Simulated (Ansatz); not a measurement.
A (001) slab of Al (P6_3/mmc (No. 194)), 9 planes, outer planes Al (top) and Al (bottom), with 9 atoms (Al9) in a surface cell of A = 7.056 Å², as cut from the bulk:

```
CELL_PARAMETERS angstrom
2.85432 0.00000 0.00000
-1.42716 2.47192 0.00000
0.00000 0.00000 33.76639
ATOMIC_POSITIONS crystal
Al 0.33333 0.66667 0.22211
Al 0.00000 0.00000 0.29159
Al 0.66667 0.33333 0.36106
Al 0.00000 0.00000 0.43053
Al 0.33333 0.66667 0.50000
Al 0.00000 0.00000 0.56947
Al 0.66667 0.33333 0.63894
Al 0.00000 0.00000 0.70841
Al 0.33333 0.66667 0.77789
```

These are results of DFT PBE, scalar-relativistic, plane waves, PAW in Ansatz, not measurements. Cutoff 420 eV; k points 12×12×1 on the computed 9-atom cell (Γ-centred); Gaussian smearing, width 0.10 eV; no spin polarisation.

Against the same 9 atoms in the bulk, the slab as cut lies 0.673 eV higher and the relaxed slab 0.670 eV higher.

(1) Work out the surface energy before and after relaxation.

(2) What is the ideal work of this cut, per area?

Results:

(1) The slab has two faces, so γ = (E_slab − N·E_bulk)/(2A), the mean of both. As cut: 0.673/(2 × 7.056) = 0.0477 eV/Å², and 1 eV/Å² = 16.02 J/m², so γ = 0.76 J/m². Relaxed: 0.670/(2 × 7.056) = 0.0475 eV/Å² = 0.76 J/m². Relaxation recovers 0.4 % of the cost of cutting.

(2) Griffith's ideal work is 2γ: 1.53 J/m² if the new faces stay rigid, 1.52 J/m² if they relax. One thickness was run, 9 planes, so γ can still shift with it.

The reference crystal is a form of Al, which isn't its usual structure.

Cutting this crystal costs little, and almost all of that cost is electronic: letting the atoms move lowers the surface energy only from 0.0477 to 0.0475 eV/Å². The stacking is double-hexagonal, so the exposed planes are close-packed like the (111) planes of ordinary fcc aluminium. Surface atoms there keep most of their neighbours, and the delocalised sp electrons can redistribute to smooth the charge density and partly compensate for the lost bonds. This probably leaves only weak forces on the ions. The relaxed value of 0.76 J/m² lies below the surface energies usually inferred from experiment for fcc aluminium, a shortfall more likely due to PBE's tendency to underestimate metal surface energies than to the changed stacking. Both faces of the slab end on a plane with hexagonal local stacking, whereas a single cut through the bulk would leave one such face and one with cubic local stacking, so equating 2γ with the work of cleavage assumes that the two terminations cost nearly the same.
